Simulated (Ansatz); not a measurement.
CdS, DFT, PBEsol, all-electron LAPW, scalar-relativistic (Ansatz 0.2.0), on 1 thread of AMD EPYC 7R43 64-Core Processor (Zen 3) (shared host).

Command: `ansatz run input.yaml --threads 1 --pin off --max-ram 2048MiB --backend cpu --events-out ev --progress --plain --runs-dir out`

```yaml
crystal:
  lattice:
    - [0.0, 2.7877663408, 2.7877663408]
    - [2.7877663408, 0.0, 2.7877663408]
    - [2.7877663408, 2.7877663408, 0.0]
  atoms:
    - { symbol: Cd, position: [0.0, 0.0, 0.0] }
    - { symbol: S, position: [0.75, 0.75, 0.75] }
kpoints:
  mp_grid: { grid: [8, 8, 8] }
  band_path:
    path:
      - [0.0, 0.0, 0.0]
      - [-0.5, -0.5, 0.0]
      - [-0.375, -0.375, 0.25]
      - [-0.375, 0.0, 0.375]
      - [0.0, 0.0, 0.0]
      - [0.0, 0.0, 0.5]
      - [-0.5, -0.25, 0.25]
      - [-0.5, -0.5, 0.0]
    npoints: 6
scf:
  occupations: { method: fermi_dirac, width: 0.03 }
hamiltonian:
  xc: pbesol
  pseudopotentials: { kind: all_electron, lapw: { basis_error: 0.001 } }
output:
  forces: true
  stress: true
  eigenvalues: true
  populations: true
```

(1) How large is the problem that the program sets up?

(2) About how long does it take?

Answers

(1) 29 irreducible k-points, 459 plane waves at Γ, 21 bands.

(2) 19 s of wall time for 7 SCF iterations. Times on shared machines scatter by tens of per cent.
